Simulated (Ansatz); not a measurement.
A (001) slab of Ga (Cmcm (No. 63)), 8 planes, outer planes Ga (top) and Ga (bottom), with 8 atoms (Ga8) in a surface cell of A = 11.319 Å², as cut from the bulk:

```
CELL_PARAMETERS angstrom
2.80323 0.00000 0.00000
-1.40162 4.03766 0.00000
0.00000 0.00000 26.83935
ATOMIC_POSITIONS crystal
Ga 0.13403 0.26805 0.27944
Ga 0.86597 0.73195 0.34246
Ga 0.13403 0.26805 0.40547
Ga 0.86597 0.73195 0.46849
Ga 0.13403 0.26805 0.53151
Ga 0.86597 0.73195 0.59453
Ga 0.13403 0.26805 0.65754
Ga 0.86597 0.73195 0.72056
```

Computed with Ansatz, DFT PBE, scalar-relativistic, plane waves, PAW. Plane waves to 420 eV, a k mesh through Γ of 13×9×1 on the computed 8-atom cell and Gaussian smearing (0.10 eV); no spin polarisation. The cell repeats along c with a dipole correction in the vacuum.

Against the same 8 atoms in the bulk, the slab as cut lies 0.722 eV higher and the relaxed slab 0.639 eV higher.

(1) Work out the surface energy before and after relaxation.

(2) What is the ideal work of this cut, per area?

Results:

(1) The slab has two faces, so γ = (E_slab − N·E_bulk)/(2A), the mean of both. As cut: 0.722/(2 × 11.319) = 0.0319 eV/Å², and 1 eV/Å² = 16.02 J/m², so γ = 0.51 J/m². Relaxed: 0.639/(2 × 11.319) = 0.0282 eV/Å² = 0.45 J/m². Relaxation recovers 11 % of the cost of cutting.

(2) Griffith's ideal work is 2γ: 1.02 J/m² if the new faces stay rigid, 0.90 J/m² if they relax. One thickness was run, 8 planes, so γ can still shift with it.

The reference crystal is a form of Ga, which isn't its usual structure.